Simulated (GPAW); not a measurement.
Crystal: CuAu3.

```
CELL_PARAMETERS angstrom
3.98000 0.00000 0.00000
0.00000 3.98000 0.00000
0.00000 0.00000 3.98000
ATOMIC_POSITIONS crystal
Au 0.50000 0.50000 0.00000
Au 0.50000 0.00000 0.50000
Au 0.00000 0.50000 0.50000
Cu 0.00000 0.00000 0.00000
```

Base run:

```yaml
Program: GPAW 26.7.0
Functional: LDA
Potentials_or_basis: the program's PAW data sets (release 1.2.1) made for this functional
Cutoff: 600 eV
Basis: pw
k_mesh: 7 × 7 × 7
Occupations: fermi-dirac, width 0.05 eV
Spin: no spin polarisation
```

Its results: pressure -2.9 GPa.

Question: The run is repeated on the same cell with these changes: functional from LDA to PBEsol; potentials or basis from the program's PAW data sets (release 1.2.1) made for this functional to PAW data sets generated in the run's folder for this functional. What comes out?

Answer: Pressure 1.8 GPa.

Not every run made on this cell is shown here.
